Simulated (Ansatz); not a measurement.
Runs of Ansatz 0.2.0 on SrO. Symmetry: Fm-3m, No. 225, cubic system. Conventional cell: a = 5.133 Å, b = 5.133 Å, c = 5.133 Å, α = 90.00°, β = 90.00°, γ = 90.00°. Around Sr (site symmetry m-3m) lie 6 O at 2.57 Å. Around O (site symmetry m-3m) lie 6 Sr at 2.57 Å. 

```csv
task,level,potentials or basis,spin,cell,k mesh,cutoff (eV),gap on the mesh (eV),pressure (GPa)
elastic constants,PBEsol,"all-electron LAPW, scalar-relativistic",off,as given,7 × 7 × 7,229,3.29,-0.5
band structure,LDA,"all-electron LAPW, scalar-relativistic",off,as given,9 × 9 × 9,217,(a),-3.8
relaxation of cell and atoms,BLYP+D3(BJ),"all-electron LAPW, scalar-relativistic",off,relaxed,9 × 9 × 9,-,3.51,0.0
band structure,PBEsol,"all-electron LAPW, relativistic spinors","SOC, no magnetisation",as given,7 × 7 × 7,221,3.27,(b)
```

Alike in all rows: smearing fermi-dirac 0.05 eV; basis error allowed 0.001 eV/atom.

Problem. Estimate the missing entries.

Solution. (a) 3.21; (b) -0.6.

Caveats: an odd mesh through Γ misses points on the zone boundary, where band edges often lie (some runs); the mesh misses the band edges, which the band path finds closer together (some runs).

A k mesh can miss the band edges, and rows without SOC leave out spin-orbit coupling on Sr.

Runs at the PBE level aren't shown here.
